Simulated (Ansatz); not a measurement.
**ZrC and the effect of the pressure**

The cell as given:

It takes space group P6_3/mmc (No. 194, hexagonal). Conventional cell: a = 3.391 Å, b = 3.391 Å, c = 5.290 Å, α = 90.00°, β = 90.00°, γ = 120.00°. Zr (site symmetry -6m2) is surrounded by 6 C at 2.36 Å. C (site symmetry -3m) has 6 Zr at 2.36 Å and 2 C at 2.65 Å as nearest neighbours.

The cell comes from a database or a generator and needn't be the stable form of this composition.

Kept alike: task relaxation of cell and atoms; functional PBEsol; k mesh 9 × 9 × 5; occupations fermi-dirac, width 0.05 eV; no spin polarisation. Program: Ansatz, Ansatz PAW, cutoff 420 eV. The mesh is that of the run's cell of 4 atoms. No spin-orbit coupling.

| pressure, P (GPa) | volume (Å³/atom) | first edge of the run's cell (Å) | third edge of the run's cell (Å) |
| --- | --- | --- | --- |
| 0 | 12.710 | 3.338 | 5.269 |
| 2 | 12.604 | 3.329 | 5.254 |
| 5 | 12.452 | 3.316 | 5.231 |
| 10 | 12.218 | 3.296 | 5.196 |
| 20 | 11.807 | 3.260 | 5.132 |
| 30 | 11.454 | 3.229 | 5.074 |

The relaxations keep at least the cell's symmetry (P6_3/mmc). For a metal such a mesh leaves the last digits unconverged. The runs follow the start's structure, whether or not it is the stable one at these pressures. Ansatz's relaxations hold a Pulay term in the stress (up to 0.2 GPa here). All rows use potentials made for PBE.

Question: What does the pressure change here?

Answer: The volume falls from 12.710 to 11.454 Å³/atom between 0 and 30 GPa. The volume falls ever more slowly, since the solid stiffens under load. At the pressures aimed at, which the runs meet within some tenths of a GPa, the step from 0 to 5 GPa gives a mean bulk modulus near 244 GPa, the last step 329 GPa. The first edge of the run's cell falls from 3.338 to 3.229 Å between 0 and 30 GPa. The third edge of the run's cell falls from 5.269 to 5.074 Å between 0 and 30 GPa.
